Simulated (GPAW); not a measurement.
Entries from a set of simulations; values are calculated unless marked as measured.

### ZnGeP2 (I-42d): one start, several treatments of the self-energy

Symmetry: I-42d, No. 122, tetragonal system. Conventional cell: a = 5.460 Å, b = 5.460 Å, c = 10.760 Å, α = 90.00°, β = 90.00°, γ = 90.00°. Zn has 4 P at 2.40 Å nearest. Ge has 4 P at 2.31 Å nearest. P has 2 Ge at 2.31 Å and 2 Zn at 2.40 Å nearest. Farther neighbours are not listed.

```yaml
method: DFT, PBE, plane waves, PAW (and 1 further level or step)
program: GPAW 26.7.0
settings_of_one_run: cutoff 600 eV, GPAW PAW setups 1.2.1 data release, 4×4×4 k-mesh, nbands 138
cost: 4 runs, 27 min in all on 4 MPI ranks of Arm Neoverse V1, shared host (the runs of this entry)
notes: The database entry behind the starting cell differs from later determinations by our own check (c about 0.5 % long). The cell and positions come from the Crystallography Open Database and are kept as given unless a step says otherwise. Limits: no spin-orbit coupling. Bands and cutoff are finite, so the gap is not at the basis limit. The miss can reach some tenths of an eV and take either sign; the mesh is an error of its own.
g0w0_godby_needs_plasmon_pole: 1.828 eV
g0w0_full_frequency_hilbert_transform: 1.855 eV
g0w0_multipole: 1.857 eV
known_limits: not at the basis limit; no spin-orbit coupling
```

G0W0, full frequency, Hilbert transform: +0.027 eV against G0W0, Godby-Needs plasmon pole. G0W0, multipole: +0.029 eV against G0W0, Godby-Needs plasmon pole.

[Paths, hosts, dates, memory and timing lines, banners, echoed tables and standing remarks are left out of the program output.]

[Logs are printed without paths, hosts, clocks, repeated set-up lines and the standing remarks that a program may print on its own settings, such as how far it seeks lower states.]

[Runs of the session that timed out or met a known fault of the program may be left out.]

[Hosts, paths, dates, database ids (printed as entryN), source tags and the programs' standing remarks are cut or masked in the printed files.]
